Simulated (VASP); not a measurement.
## KCl (Sylvite): single point with LDA

**What was measured.**

A printed reference work, monograph reports, for a bulk crystal of KCl: band gap 8.68 eV.

Crystal: KCl (Sylvite).

```xyz
2
Lattice="0.0000 3.0384 3.0384 3.0384 0.0000 3.0384 3.0384 3.0384 0.0000" Properties=species:S:1:pos:R:3 pbc="T T T"
K     0.0000    0.0000    0.0000
Cl    3.0384    3.0384    3.0384
```

* Program: VASP 6.6.1
* Task: single point
* Functional: LDA
* Potentials or basis: VASP PAW LDA potentials, release 64 (K_sv, Cl)
* Cutoff: 520 eV
* k mesh: 6 × 6 × 6
* Occupations: fermi-dirac, width 0.02 eV
* Spin: no spin polarisation

- Pressure: 0.1 GPa
- Band gap on the k mesh: 5.11 eV, direct

Levels at points of the mesh, in eV from the valence-band top:
```
           k point  band 4  band 5  band 6  band 7  band 8  band 9  band 10  band 11  band 12  band 13
(0.00, 0.00, 0.00)  -10.30  -10.30    0.00    0.00    0.00    5.11     8.11     8.11     8.11     9.11
(0.50, 0.00, 0.00)  -10.32   -9.98   -1.34   -0.44   -0.44    7.48     8.66    10.61    10.61    11.50
(0.50, 0.50, 0.00)  -10.39  -10.39   -0.76   -0.25   -0.25    6.04     8.46    10.23    10.28    10.84
```

It took 7 s on 1 thread of Intel(R) Xeon(R) Platinum 8259CL CPU @ 2.50GHz (Skylake/Cascade Lake), on a shared host, peak memory 0.15 GiB.

A measured gap of KCl is 8.68 eV (a printed reference work, monograph); the calculated 5.11 eV misses it by -3.57 eV. The value is that of LDA, without temperature or zero-point motion. Semilocal functionals fall short of measured gaps as a rule.
